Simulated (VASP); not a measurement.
This VASP 6.6.1 run on Dy needs a look.

Contents of INCAR:

```
SYSTEM = Dy
PREC = Accurate
ENCUT = 520
EDIFF = 1E-6
ISMEAR = -1
SIGMA = 0.05
LREAL = .FALSE.
LASPH = .TRUE.
NELM = 79
ALGO = Normal
ISIF = 2
LWAVE = .FALSE.
LCHARG = .FALSE.
ISPIN = 2
MAGMOM = 5
LORBIT = 11
LMAXMIX = 6
LDAU = .TRUE.
LDAUTYPE = 2
LDAUL = 3
LDAUU = 7
LDAUJ = 1
LDAUPRINT = 1
GGA = PE
IBRION = 2
NSW = 30
EDIFFG = -0.02
NUPDOWN = 40
```

The input KPOINTS:

```
regular mesh
0
G
  9 9 9
  0 0 0
```

Contents of POSCAR:

```
Dy
1.0
   -1.9703590000      2.0547710000      1.9450630000
    2.0592700000     -2.0273130000      2.0065160000
    1.9413850000      1.9983380000     -1.9176050000
Dy
1
Cartesian
   -0.0147548922     -0.0385093624      0.0101980617
```

Potentials or basis: VASP PAW PBE potentials, release 64 (Dy).

Launch:

```console
$ cat potpaw_PBE.64/Dy/POTCAR > POTCAR
$ mpirun -np 1 vasp_std > vasp.out
```

OUTCAR:

```text
SYSTEM = Dy
   PREC = Accurate
   ENCUT = 520
   EDIFF = 1E-6
   ISMEAR = -1
   LREAL = .FALSE.
[... 242 lines left out ...]
  o =  0.5036  v =  0.0000  0.0000  0.0000  0.0000  0.0000  0.0000  0.0000  0.0000  0.0000  0.0000  1.0000  0.0000  0.0000  0.0000      0.0000  0.0000  0.0000  0.0000  0.0000  0.0000  0.0000  0.0000  0.0000  0.0000  0.0000  0.0000  0.0000  0.0000
  o =  0.5036  v =  0.0000  0.0000  0.0000  0.0000  0.0000  0.0000  0.0000  0.0000  0.0000  0.0000  0.0000  1.0000  0.0000  0.0000      0.0000  0.0000  0.0000  0.0000  0.0000  0.0000  0.0000  0.0000  0.0000  0.0000  0.0000  0.0000  0.0000  0.0000
  o =  0.5036  v =  0.0000  0.0000  0.0000  0.0000  0.0000  0.0000  0.0000  0.0000  0.0000  0.0000  0.0000  0.0000  0.0000  1.0000      0.0000  0.0000  0.0000  0.0000  0.0000  0.0000  0.0000  0.0000  0.0000  0.0000  0.0000  0.0000  0.0000  0.0000
  o =  0.8394  v =  0.0000  0.0000  0.0000  0.0000  0.0000  1.0000  0.0000  0.0000  0.0000  0.0000  0.0000  0.0000  0.0000  0.0000      0.0000  0.0000  0.0000  0.0000  0.0000  0.0000  0.0000  0.0000  0.0000  0.0000  0.0000  0.0000  0.0000  0.0000
  o =  0.8394  v =  0.0000  1.0000  0.0000  0.0000  0.0000  0.0000  0.0000  0.0000  0.0000  0.0000  0.0000  0.0000  0.0000  0.0000      0.0000  0.0000  0.0000  0.0000  0.0000  0.0000  0.0000  0.0000  0.0000  0.0000  0.0000  0.0000  0.0000  0.0000
  o =  0.8394  v =  0.0000  0.0000  0.0000  1.0000  0.0000  0.0000  0.0000  0.0000  0.0000  0.0000  0.0000  0.0000  0.0000  0.0000      0.0000  0.0000  0.0000  0.0000  0.0000  0.0000  0.0000  0.0000  0.0000  0.0000  0.0000  0.0000  0.0000  0.0000
  o =  0.8394  v =  0.0000  0.0000  0.0000  0.0000  1.0000  0.0000  0.0000  0.0000  0.0000  0.0000  0.0000  0.0000  0.0000  0.0000      0.0000  0.0000  0.0000  0.0000  0.0000  0.0000  0.0000  0.0000  0.0000  0.0000  0.0000  0.0000  0.0000  0.0000
  o =  0.8394  v =  0.0000  0.0000  1.0000  0.0000  0.0000  0.0000  0.0000  0.0000  0.0000  0.0000  0.0000  0.0000  0.0000  0.0000      0.0000  0.0000  0.0000  0.0000  0.0000  0.0000  0.0000  0.0000  0.0000  0.0000  0.0000  0.0000  0.0000  0.0000
  o =  0.8394  v =  1.0000  0.0000  0.0000  0.0000  0.0000  0.0000  0.0000  0.0000  0.0000  0.0000  0.0000  0.0000  0.0000  0.0000      0.0000  0.0000  0.0000  0.0000  0.0000  0.0000  0.0000  0.0000  0.0000  0.0000  0.0000  0.0000  0.0000  0.0000
  o =  0.8394  v =  0.0000  0.0000  0.0000  0.0000  0.0000  0.0000  1.0000  0.0000  0.0000  0.0000  0.0000  0.0000  0.0000  0.0000      0.0000  0.0000  0.0000  0.0000  0.0000  0.0000  0.0000  0.0000  0.0000  0.0000  0.0000  0.0000  0.0000  0.0000
```

On the terminal:

```text
POSCAR found type information on POSCAR Dy
 POSCAR found :  1 types and       1 ions
 scaLAPACK will be used
 LDA part: xc-table for (Slater+PW92), standard interpolation
 POSCAR, INCAR and KPOINTS ok, starting setup
 FFT: planning ... GRIDC
 FFT: planning ... GRID_SOFT
 FFT: planning ... GRID
 WAVECAR not read
 entering main loop
```

Diagnose the run.

The run was cut off at its time limit. The input holds a flaw that was put in on purpose: moment fixed beyond the electrons at hand (ISPIN = 2; NUPDOWN = 40).
